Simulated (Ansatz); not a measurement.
# Ge (Fd-3m) in Ansatz: notebook

Runs on Ge. Level: PBEsol. Tasks: relaxation of cell and atoms.

Everything below comes from runs of Ansatz 0.2.0. Logs are shortened: lines on timing, memory, paths and dates and some standing lists are left out, and cuts for length are marked.

## (1) The crystal as given

Symmetry: Fd-3m, No. 227, cubic system. Conventional cell: a = 5.658 Å, b = 5.658 Å, c = 5.658 Å, α = 90.00°, β = 90.00°, γ = 90.00°. Ge (site symmetry -43m) has 4 Ge at 2.45 Å as nearest neighbours.

## (2) Relaxation of cell and atoms, PBEsol, target pressure 10 GPa, at which the enthalpy is minimised

Input file input.yaml:

```yaml
crystal:
  lattice:
    - [0.0, 2.82891, 2.82891]
    - [2.82891, 0.0, 2.82891]
    - [2.82891, 2.82891, 0.0]
  atoms:
    - { symbol: Ge, position: [0.75, 0.75, 0.75] }
    - { symbol: Ge, position: [0.5, 0.5, 0.5] }
hamiltonian:
  xc: pbesol
  pseudopotentials: { kind: paw }
kpoints:
  mp_grid: { grid: [8, 8, 8] }
scf:
  occupations: { method: fermi_dirac, width: 0.05 }
output:
  forces: true
  stress: true
  eigenvalues: true
  write_density: true
  write_potential: true
  elf: true
  volumetric_format: npy
relax:
  f_tol: 0.01
  max_steps: 40
  cell: { stress_tol: 0.05, p_target: 10.0 }
```

Potentials or basis: Ansatz PAW.

On the command line:

```
ansatz run input.yaml --threads 2 --pin off --max-ram 5632MiB --backend cpu --events-out ev --progress --plain --runs-dir out
```

What it wrote:

```text
Warning: RAYON_NUM_THREADS=2 ignored (pool sized by the plan → 2); use --threads N
Engine: ansatz 0.2.0, aarch64-unknown-linux-gnu
Pseudopotentials: kind: paw
Pseudopotential: Ge, paw, valence charge 14, recommended cutoff 420 eV (normal), Ge.paw.azcp
Functional definition: PBEsol
  exchange = pbesol_x
  correlation = pbesol_c
Crystal: 2 atoms, lattice volume = 45.278 Å³
Basis set: ecut = 420 eV, 893 PW (Γ), exchange–correlation on 54×54×54 points (8 copies of the dense FFT grid, shifted against one another)
Bands: 18, of which v1, the nominal top of the filled ones, is band 14 counted from 1 (13 counted from 0)
Symmetry: 48 space group operations
Space group: Fd-3m (ITA 227), of the structure as read, at distance tolerance 3.6e-5 Å
k-points: 29 of 512
Non-local potential: Ge, projectors of the file, l = 0: 2, l = 1: 2, l = 2: 3, l = 3: 1
PAW form: soft (Blöchl's): semilocal exchange-correlation on the pseudo side does not see the compensation charge
PAW frozen core: Ge, regenerated for the run's functional, and the local potential with it (the file was generated under x = pbe(κ = 0.804, μ = 0.2195149727645171), c = pbe(β = 0.06672455060314922))
PAW one-centre angular grid: Ge, 590 points (default); XC on 64 Gauss nodes
Initial density: superposition of atomic densities (neutral atoms: chi_scale 0, normalization atom), corrected by the library's trained network
Initial wavefunctions: pseudopotential atomic-orbital guess
Functional: x = pbesol(κ = 0.804, μ = 0.12345679012345678), c = pbesol(β = 0.046)
SCF iter   1: F=—  HF=-8506.983340 eV  |F-HF|=—  |Δ(HF+E_count)|=         —  Δρ=2.37e-3  dr2=3.06e-3  ethr=1.77e-3  ⟨swp⟩=5.9  Hψ=2481  notcnv=0
preconditioner: auto → Kerker (q_TF=auto, 2.518 Å⁻¹)  [metal: Δε(μ)=0.113 eV  Ē_g=23.358 eV  σ=0.050 eV  W_gap=0.46  n_scr=14 (ndim 8)  ℏωp=29.2 eV  f_vac=0.074  D(μ)=0.12/eV (n_scr^D=0)]
SCF iter   2: F=—  HF=-8506.982042 eV  |F-HF|=—  |Δ(HF+E_count)|=   1.30e-3  Δρ=1.68e-3  dr2=1.67e-3  ethr=1.09e-5  ⟨swp⟩=1.4  Hψ=770  notcnv=0
SCF iter   3: F=—  HF=-8506.982153 eV  |F-HF|=—  |Δ(HF+E_count)|=   1.11e-4  Δρ=8.89e-4  dr2=1.86e-4  ethr=5.96e-6  ⟨swp⟩=2.0  Hψ=929  notcnv=0
SCF iter   4: F=—  HF=-8506.982122 eV  |F-HF|=—  |Δ(HF+E_count)|=   3.02e-5  Δρ=4.56e-4  dr2=1.26e-4  ethr=6.65e-7  ⟨swp⟩=2.0  Hψ=930  notcnv=0
SCF iter   5: F=—  HF=-8506.982046 eV  |F-HF|=—  |Δ(HF+E_count)|=   7.60e-5  Δρ=2.23e-4  dr2=1.32e-5  ethr=4.52e-7  ⟨swp⟩=2.0  Hψ=929  notcnv=0
SCF iter   6: F=—  HF=-8506.982058 eV  |F-HF|=—  |Δ(HF+E_count)|=   1.21e-5  Δρ=3.50e-5  dr2=2.99e-7  ethr=4.70e-8  ⟨swp⟩=2.0  Hψ=928  notcnv=0
SCF iter   7: F=—  HF=-8506.982059 eV  |F-HF|=—  |Δ(HF+E_count)|=   3.17e-7  Δρ=1.96e-5  dr2=6.82e-8  ethr=3.57e-10  ⟨swp⟩=8.4  Hψ=3339  notcnv=0
SCF iter   8: F=-8506.982059 eV  HF=-8506.982059 eV  |F-HF|=1.44e-8  |Δ(HF+E_count)|=   5.39e-8  Δρ=5.63e-6  dr2=5.84e-9  ethr=2.43e-10  ⟨swp⟩=7.1  Hψ=3061  notcnv=0
SCF 1 converged in 8 iterations: F = -8506.982059 eV  dr2 = 5.84e-9
[... 38 lines left out ...]
SCF iter   3: F=—  HF=-8506.846212 eV  |F-HF|=—  |Δ(HF+E_count)|=   1.19e-7  Δρ=1.21e-5  dr2=1.64e-8  ethr=1.01e-9  ⟨swp⟩=2.0  Hψ=928  notcnv=0
SCF iter   4: F=—  HF=-8506.846212 eV  |F-HF|=—  |Δ(HF+E_count)|=   3.86e-9  Δρ=1.75e-6  dr2=5.57e-10  ethr=5.87e-11  ⟨swp⟩=2.0  Hψ=928  notcnv=0
SCF iter   5: F=-8506.846212 eV  HF=-8506.846212 eV  |F-HF|=1.82e-12  |Δ(HF+E_count)|=  3.64e-12  Δρ=1.35e-7  dr2=3.15e-12  ethr=1.00e-12  ⟨swp⟩=3.9  Hψ=2223  notcnv=0
SCF 5 converged in 5 iterations: F = -8506.846212 eV  dr2 = 3.15e-12
relax step   5: F+E_penalty+E_count = -8506.84621219 eV  Δ(F+E_penalty+E_count) = +7.829e-4 eV  max|allowed force component| = 7.055e-17 eV/Å  Δτ_max = 0.0000 Å  P = +10.007 GPa  Ω = 40.794 Å³  stress off target by 6.79e-3 GPa  SCF on the basis re-selected at this cell (its energy is not comparable with the rows above)  (5 SCF iters)
basis re-selected at this cell: Δ(F+E_penalty+E_count) = +7.829e-4 eV, ΔP = +0.009 GPa vs the last step (what re-selecting the basis moved, of the pressure what is left beyond the Pulay correction that the steps carried, after the strain that the cell walked since its last selection, with what the two solves' SCF thresholds leave and, on support functions, any second-order correction that the steps lacked; it is no measure of the basis error at this ecutwfc). This SCF's stress stands 6.79e-3 GPa from its target on what of the cell is left free (relax.cell.stress_tol is 5.00e-2 GPa) and its largest allowed force component is 7.05e-17 eV/Å (relax.f_tol is 1.00e-2 eV/Å): within both
SCF converged after 5 iterations
Free energy (F): -8506.846212 eV
Harris-Foulkes:  -8506.846212 eV  (|F-HF|=1.82e-12)
Internal energy: -8506.845948 eV  (E = F + TS)
E sigma→0 (E₀):  -8506.846080 eV
Entropy (-TS):   -0.000264 eV (-0.132 meV/atom)
Fermi energy:    10.052958 eV
--- Per-component energies (eV) ---
  E_band       = -267.400340
  E_kinetic    = 226.524406
  E_local      = -4792.603431  (includes V_loc(G=0)·N_el)
  E_nonlocal   = 842.079174
  E_hartree    = 2108.399136
  E_xc         = -151.636672
  E_vxc        = -131.704159  (∫ρ·V_xc dr)
  E_paw        = -3959.247373  (= ΣΔE_a)
  E_vpaw       = -628.495279  (= ΣTr[D̂ρ^β])
  E_aug_tail   = 0.000701  (compensation charges beyond the density's cutoff)
  E_ewald      = -2782.197761
  E_core_change = 1.835872  (= ΣΔE_core)
  E_smearing   = -0.000264  (= −TS)
  E_closure    = -0.000000  (closes the sum)
  Σ components = -8506.846212   (vs F -8506.846212, Δ=0.00e0)
--- Forces (eV/Å), atoms counted from 1 ---
  atom   1  Ge    -0.00000000     0.00000000     0.00000000
  atom   2  Ge    -0.00000000    -0.00000000    -0.00000000
  max |Σ_I F_I| component: 5.55e-17 eV/Å
--- Stress (GPa, compression-positive) ---
       10.006789       0.000000       0.000000
        0.000000      10.006789       0.000000
        0.000000       0.000000      10.006789
  P = ⅓ Tr σ = 10.0068 GPa (100.068 kbar)
--- Band table (eV; the first three rows and the last of 29) ---
  k-point 0: bands = ["-15.0907", "-15.0907", "-15.0907", "-15.0456", "-15.0456", "-14.7702", "-14.7702", "-14.7702", "-14.7453", "-14.7453", "-3.7372", "9.9050", "9.9050", "9.9050", "10.8689", "12.4634", "12.4634", "12.4634"]
  k-point 1: bands = ["-15.1016", "-15.1016", "-15.0875", "-15.0301", "-15.0301", "-14.7835", "-14.7835", "-14.7741", "-14.7344", "-14.7344", "-3.5267", "7.6170", "9.5159", "9.5159", "11.3879", "12.9731", "12.9731", "13.7341"]
  k-point 2: bands = ["-15.1146", "-15.1146", "-15.0798", "-15.0074", "-15.0074", "-14.8000", "-14.8000", "-14.7837", "-14.7221", "-14.7221", "-2.9127", "4.9864", "8.9012", "8.9012", "10.8824", "13.6345", "13.6345", "16.1003"]
  k-point 28: bands = ["-15.1527", "-15.1527", "-14.9698", "-14.9698", "-14.9034", "-14.9034", "-14.8601", "-14.8601", "-14.6792", "-14.6792", "0.7108", "0.7108", "5.4375", "5.4375", "14.5959", "14.5959", "14.6006", "14.6006"]
--- Relaxed structure (4 steps of the walk, 4 accepted, 1 SCFs on fresh bases) ---
  F+E_penalty+E_count = -8506.84621219 eV   max|allowed force component| = 7.055e-17 eV/Å   (the final SCF, on the basis selected at the relaxed cell)
  cell:  # Å, volume = 40.7936 Å³
    - [2.741947535937981e-33, 2.73225086755606, 2.73225086755606]
    - [2.73225086755606, 1.3391270016593303e-33, 2.73225086755606]
    - [2.73225086755606, 2.73225086755606, 9.378669148048447e-34]
  atoms:
    - { symbol: Ge, position: [0.7500000000000001, 0.7500000000000001, 0.7500000000000001] }
    - { symbol: Ge, position: [0.5, 0.5, 0.5] }
```

rho_z.tsv:

```text
# z_ang	rho[e/angstrom^3]
# format = ansatz-planar-average/11
# lattice	0.000000000	2.732250868	2.732250868
# lattice	2.732250868	0.000000000	2.732250868
# lattice	2.732250868	2.732250868	0.000000000
# sites	2
# site	32	4.098376301	4.098376301	4.098376301
# site	32	2.732250868	2.732250868	2.732250868
0.000000	1.614678e-1
0.143111	1.397745e-1
0.286221	1.279211e-1
0.429332	1.224616e-1
0.572442	1.232646e-1
0.715553	1.302163e-1
[... 19 lines left out ...]
3.577765	2.710168e-1
3.720876	1.998390e-1
```

It took 4.3 s on 2 threads of Arm Neoverse V2, shared host; peak memory 0.31 GiB.

Results:

- Free energy: -8506.8462 eV
- Relaxed volume: 20.40 Å³/atom
- Relaxed cell: a = 3.864 Å, b = 3.864 Å, c = 3.864 Å, α = 60.00°, β = 60.00°, γ = 60.00°
- Space group after relaxing (to 0.05 Å): Fd-3m (No. 227)
- Energy change on relaxing (the enthalpy is what falls): +67.9 meV/atom
- Ionic steps: 5
- Pressure after relaxing: 10.0 GPa
- Band gap on the k mesh: 0.34 eV, indirect (least direct gap 0.96 eV)

Step by step:
```
step  energy change (eV)  largest force (eV/Å)  volume (Å³)
   1              0.0000                0.0000        45.28
   2              0.1571                0.0000        40.46
   3              0.1311                0.0000        40.86
   4              0.1351                0.0000        40.79
   5              0.1358                0.0000        40.79
```

Final structure:
```
Ge
1.0
     0.00000    2.73225    2.73225
     2.73225    0.00000    2.73225
     2.73225    2.73225    0.00000
Ge
2
Direct
  0.75000 0.75000 0.75000
  0.50000 0.50000 0.50000
```

Caveat: the plane-wave basis is chosen anew once the cell has moved, so the energies of steps on either side of that aren't comparable; the PAW data sets come from PBE, with cores solved anew for the run's functional, which leaves a small shift of forces and pressure. A k mesh can miss the band edges.

## (3) Relaxation of cell and atoms, PBEsol, target pressure 20 GPa, at which the enthalpy is minimised

Edit input.yaml of step 2 so:

```diff
@@ -19,6 +19,2 @@
   eigenvalues: true
-  write_density: true
-  write_potential: true
-  elf: true
-  volumetric_format: npy
 relax:
@@ -26,2 +22,2 @@
   max_steps: 40
-  cell: { stress_tol: 0.05, p_target: 10.0 }
+  cell: { stress_tol: 0.05, p_target: 20.0 }
```

Potentials or basis: Ansatz PAW.

On the command line:

```
ansatz run input.yaml --threads 2 --pin off --max-ram 5632MiB --backend cpu --events-out ev --progress --plain --runs-dir out
```

Run time: 4.5 s. Hardware: 2 threads of Arm Neoverse V2, shared host; peak memory 0.31 GiB.

The run converged. Its results:

```
Free energy                                            : -8506.5724 eV
Relaxed volume                                         : 18.90 Å³/atom
Relaxed cell                                           : a = 3.767 Å, b = 3.767 Å, c = 3.767 Å, α = 60.00°, β = 60.00°, γ = 60.00°
Space group after relaxing (to 0.05 Å)                 : Fd-3m (No. 227)
Energy change on relaxing (the enthalpy is what falls) : +204.8 meV/atom
Ionic steps                                            : 6
Pressure after relaxing                                : 20.0 GPa
Band gap on the k mesh                                 : 0.20 eV, indirect (least direct gap 1.72 eV)
```

Step by step:
```csv
step,energy change (eV),largest force (eV/Å),volume (Å³)
1,0.0000,0.0000,45.28
2,0.2792,0.0000,38.97
3,0.4531,0.0000,37.46
4,0.4063,0.0000,37.82
5,0.4082,0.0000,37.81
6,0.4096,0.0000,37.81
```

Final structure:
```
Ge
1.0
     0.00000    2.66391    2.66391
     2.66391    0.00000    2.66391
     2.66391    2.66391    0.00000
Ge
2
Direct
  0.75000 0.75000 0.75000
  0.50000 0.50000 0.50000
```

Levels at points of the mesh, in eV from the valence-band top:
| k point | band 11 | band 12 | band 13 | band 14 | band 15 | band 16 | band 17 | band 18 |
| --- | --- | --- | --- | --- | --- | --- | --- | --- |
| (0.00, 0.00, 0.00) | -14.32 | 0.00 | 0.00 | 0.00 | 1.72 | 2.57 | 2.57 | 2.57 |
| (0.00, 0.00, -0.50) | -11.73 | -8.63 | -1.72 | -1.72 | 0.72 | 3.74 | 3.74 | 6.97 |
| (0.00, -0.50, -0.50) | -9.69 | -9.69 | -3.79 | -3.79 | 0.36 | 0.36 | 11.03 | 11.03 |

Caveat: the volume moved by over 15 % at a fixed basis, so the end points are rough; the plane-wave basis is chosen anew once the cell has moved, so the energies of steps on either side of that aren't comparable; the PAW data sets come from PBE, with cores solved anew for the run's functional, which leaves a small shift of forces and pressure. A k mesh can miss the band edges.

## (4) Relaxation of cell and atoms, PBEsol, target pressure 30 GPa, at which the enthalpy is minimised

Edit input.yaml of step 3 so:

```diff
@@ -19,2 +19,6 @@
   eigenvalues: true
+  write_density: true
+  write_potential: true
+  elf: true
+  volumetric_format: npy
 relax:
@@ -22,2 +26,2 @@
   max_steps: 40
-  cell: { stress_tol: 0.05, p_target: 20.0 }
+  cell: { stress_tol: 0.05, p_target: 30.0 }
```

Potentials or basis: Ansatz PAW.

On the command line:

```
ansatz run input.yaml --threads 2 --pin off --max-ram 5632MiB --backend cpu --events-out ev --progress --plain --runs-dir out
```

What it wrote:

```text
Warning: RAYON_NUM_THREADS=2 ignored (pool sized by the plan → 2); use --threads N
[... 6 set-up lines as earlier in the session ...]
Crystal: 2 atoms, lattice volume = 45.278 Å³
Basis set: ecut = 420 eV, 893 PW (Γ), exchange–correlation on 54×54×54 points (8 copies of the dense FFT grid, shifted against one another)
Bands: 18, of which v1, the nominal top of the filled ones, is band 14 counted from 1 (13 counted from 0)
[... 2 set-up lines as earlier in the session ...]
k-points: 29 of 512
[... 104 lines left out ...]
  max |Σ_I F_I| component: 3.93e-17 eV/Å
--- Stress (GPa, compression-positive) ---
       29.989520      -0.000000      -0.000000
       -0.000000      29.989520      -0.000000
       -0.000000      -0.000000      29.989520
  P = ⅓ Tr σ = 29.9895 GPa (299.895 kbar)
--- Band table (eV; the first three rows and the last of 29) ---
  k-point 0: bands = ["-13.3085", "-13.3085", "-13.3085", "-13.2498", "-13.2498", "-12.8674", "-12.8674", "-12.8674", "-12.8189", "-12.8189", "-2.8433", "12.0486", "12.0486", "12.0486", "14.3752", "14.6150", "14.6150", "14.6150"]
  k-point 1: bands = ["-13.3244", "-13.3244", "-13.3043", "-13.2270", "-13.2270", "-12.8823", "-12.8823", "-12.8731", "-12.8072", "-12.8072", "-2.6050", "9.7257", "11.5786", "11.5786", "14.1278", "15.2159", "15.2159", "16.5975"]
  k-point 2: bands = ["-13.3420", "-13.3420", "-13.2941", "-13.1951", "-13.1951", "-12.9025", "-12.9025", "-12.8869", "-12.7925", "-12.7925", "-1.9055", "6.7676", "10.8673", "10.8673", "13.5238", "15.9152", "15.9152", "19.0894"]
  k-point 28: bands = ["-13.3940", "-13.3940", "-13.1445", "-13.1445", "-13.0483", "-13.0483", "-12.9855", "-12.9855", "-12.7335", "-12.7335", "2.2560", "2.2560", "6.7928", "6.7928", "16.7874", "16.7874", "17.2641", "17.2641"]
--- Relaxed structure (5 steps of the walk, 5 accepted, 1 SCFs on fresh bases) ---
  F+E_penalty+E_count = -8506.23891093 eV   max|allowed force component| = 3.238e-17 eV/Å   (the final SCF, on the basis selected at the relaxed cell)
  cell:  # Å, volume = 35.6510 Å³
    - [-1.4267041693727425e-33, 2.6122438625699957, 2.6122438625699957]
    - [2.6122438625699957, -2.980792639081943e-33, 2.6122438625699957]
    - [2.6122438625699957, 2.6122438625699957, -9.426438260856843e-34]
  atoms:
    - { symbol: Ge, position: [0.75, 0.75, 0.75] }
    - { symbol: Ge, position: [0.5000000000000001, 0.5000000000000001, 0.5000000000000001] }
```

v_z.tsv:

```text
# z_ang	v_es[eV]	v_tot[eV]
# format = ansatz-planar-average/11
# xc	pbesol
# density_cutoff_ev	1680
# datasets	Ge=:simpson_from_first_knot:soft:shift=-1170623
# lattice	-0.000000000	2.612243863	2.612243863
# lattice	2.612243863	-0.000000000	2.612243863
# lattice	2.612243863	2.612243863	-0.000000000
# sites	2
# site	32	3.918365794	3.918365794	3.918365794
# site	32	2.612243863	2.612243863	2.612243863
0.000000	1.014110e1	1.362307e0
0.147771	1.137944e1	2.920786e0
0.295542	1.214249e1	3.875777e0
0.443312	1.240589e1	4.209525e0
0.591083	1.225116e1	4.012936e0
0.738854	1.162019e1	3.221454e0
[... 17 lines left out ...]
3.398729	7.139490e0	-2.682396e0
3.546500	8.657492e0	-5.764994e-1
```

Wall time 5.3 s (2 threads of Arm Neoverse V2, shared host); peak memory 0.31 GiB.

What came out:

```yaml
Free_energy: -8506.2389 eV
Relaxed_volume: 17.83 Å³/atom
Relaxed_cell: a = 3.694 Å, b = 3.694 Å, c = 3.694 Å, α = 60.00°, β = 60.00°, γ = 60.00°
Space_group_after_relaxing_to_0.05_Å: Fd-3m (No. 227)
Energy_change_on_relaxing_the_enthalpy_is_what_falls: +371.6 meV/atom
Ionic_steps: 6
Pressure_after_relaxing: 30.0 GPa
Band_gap_on_the_k_mesh: 0.09 eV, indirect (least direct gap 2.33 eV)
```

Step by step:
```
step  energy change (eV)  largest force (eV/Å)  volume (Å³)
   1              0.0000                0.0000        45.28
   2              0.2792                0.0000        38.97
   3              1.0012                0.0000        34.41
   4              0.7135                0.0000        35.80
   5              0.7413                0.0000        35.65
   6              0.7431                0.0000        35.65
```

Final structure:
```
Ge
1.0
     0.00000    2.61224    2.61224
     2.61224    0.00000    2.61224
     2.61224    2.61224    0.00000
Ge
2
Direct
  0.75000 0.75000 0.75000
  0.50000 0.50000 0.50000
```

Levels at points of the mesh, in eV from the valence-band top:
| k point | band 10 | band 11 | band 12 | band 13 | band 14 | band 15 | band 16 | band 17 | band 18 |
| --- | --- | --- | --- | --- | --- | --- | --- | --- | --- |
| (0.00, 0.00, 0.00) | -24.87 | -14.89 | 0.00 | 0.00 | 0.00 | 2.33 | 2.57 | 2.57 | 2.57 |
| (0.00, 0.00, -0.50) | -24.83 | -12.12 | -9.03 | -1.83 | -1.83 | 0.94 | 3.73 | 3.73 | 6.93 |
| (0.00, -0.50, -0.50) | -24.81 | -9.99 | -9.99 | -4.05 | -4.05 | 0.24 | 0.24 | 11.57 | 11.57 |

Caveat: the volume moved by over 15 % at a fixed basis, so the end points are rough; the plane-wave basis is chosen anew once the cell has moved, so the energies of steps on either side of that aren't comparable; the PAW data sets come from PBE, with cores solved anew for the run's functional, which leaves a small shift of forces and pressure. A k mesh can miss the band edges.

## (5) The runs side by side

| cell | target pressure (GPa) | gap on the mesh (eV) | pressure (GPa) |
| --- | --- | --- | --- |
| relaxed to 10 GPa | 10 | 0.34 | 10.0 |
| relaxed to 20 GPa | 20 | 0.20 | 20.0 |
| relaxed to 30 GPa | 30 | 0.09 | 30.0 |

Alike in all rows: task relaxation of cell and atoms; level PBEsol; potentials or basis Ansatz PAW; no spin polarisation; k mesh 8 × 8 × 8; cutoff (eV) 420; smearing fermi-dirac 0.05 eV.

Caveats: the plane-wave basis is chosen anew once the cell has moved, so the energies of steps on either side of that aren't comparable; the PAW data sets come from PBE, with cores solved anew for the run's functional, which leaves a small shift of forces and pressure; the volume moved by over 15 % at a fixed basis, so the end points are rough (some runs).

Absolute energies hang on the potentials; compare differences alone.
